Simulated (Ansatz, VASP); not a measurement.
## GaSb in VASP and in Ansatz

```
Sb Ga
1.0
     0.00000    3.05900    3.05900
     3.05900    0.00000    3.05900
     3.05900    3.05900    0.00000
Sb Ga
1 1
Direct
  0.75000 0.75000 0.75000
  0.00000 0.00000 0.00000
```

Alike in both runs: task relaxation of cell and atoms; functional PBEsol; dispersion D4; k mesh 8 × 8 × 8; occupations fermi-dirac, width 0.05 eV; no spin polarisation.

|  | VASP | Ansatz |
| --- | --- | --- |
| version | VASP 6.6.1 | Ansatz 0.2.0 |
| potentials or method | VASP PAW PBE potentials, release 64 (Sb, Ga_d), cutoff 600 eV | all-electron LAPW, scalar-relativistic |

VASP gave:

* relaxed volume (Å³/atom): 27.87
* relaxed cell length with the largest relative difference (Å): 4.288
* energy change over the relaxation (meV/atom): -3

What did Ansatz give for the same quantities?

Relaxed volume (Å³/atom): 27.84; relaxed cell length with the largest relative difference (Å): 4.286; energy change over the relaxation (meV/atom): -4.

Ansatz ran all-electron here, so the differences hold the error of VASP's frozen core and of both bases.

Caveats: the PAW data sets were made with another functional, which shifts forces and pressure a little (VASP).
